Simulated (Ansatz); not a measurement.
NaI:

```xyz
4
Lattice="-2.2145 2.2145 8.3638 2.2145 -2.2145 8.3638 2.2145 2.2145 -8.3638" Properties=species:S:1:pos:R:3 pbc="T T T"
I     0.0000    0.0000    0.0000
I     0.0000    2.2145    4.1819
Na    0.0000    0.0000    8.3638
Na    2.2145    0.0000    4.1819
```

Measurements of this composition are mostly on another form, of space group No. 225.

| Property | Result |
| --- | --- |
| Program | Ansatz 0.2.0 |
| Task | single point |
| Functional | PBE |
| Potentials or basis | Ansatz PAW |
| Cutoff | 420 eV (not typed: the program's choice for these potentials) |
| k mesh | 9 × 9 × 9 |
| Occupations | fermi-dirac, width 0.05 eV |
| Spin | no spin polarisation |

On this cell: pressure 0.1 GPa; largest force under 0.003 eV/Å; band gap on the k mesh 3.08 eV, indirect (least direct gap 3.13 eV).

The same run follows on a disturbed copy (atoms moved at random, drawn with an rms of 0.05 Å):

```
I Na
1.0
    -2.21451    2.21451    8.36377
     2.21451   -2.21451    8.36377
     2.21451    2.21451   -8.36377
I Na
2 2
Direct
  0.00089 0.99114 0.99161
  0.75804 0.24478 0.50290
  0.50436 0.49981 0.00399
  0.24902 0.74582 0.49344
```

Problem. What changes?

Solution. The energy moves by +0.7 meV/atom; pressure 0.1 GPa; largest force 0.062 eV/Å; band gap on the k mesh 3.08 eV, indirect (least direct gap 3.13 eV).

Forces in eV/Å, atoms in the order of the input:
```
I    0.056  0.024 -0.004
I    0.001 -0.062  0.003
Na  -0.056 -0.023  0.003
Na  -0.002  0.062 -0.002
```

Caveats: odd divisions of the mesh miss points on the zone boundary, where band edges often lie, so the gap on the mesh can be too wide; spin-orbit coupling is left out, which moves the levels of the heavy elements.

A k mesh can miss the band edges.
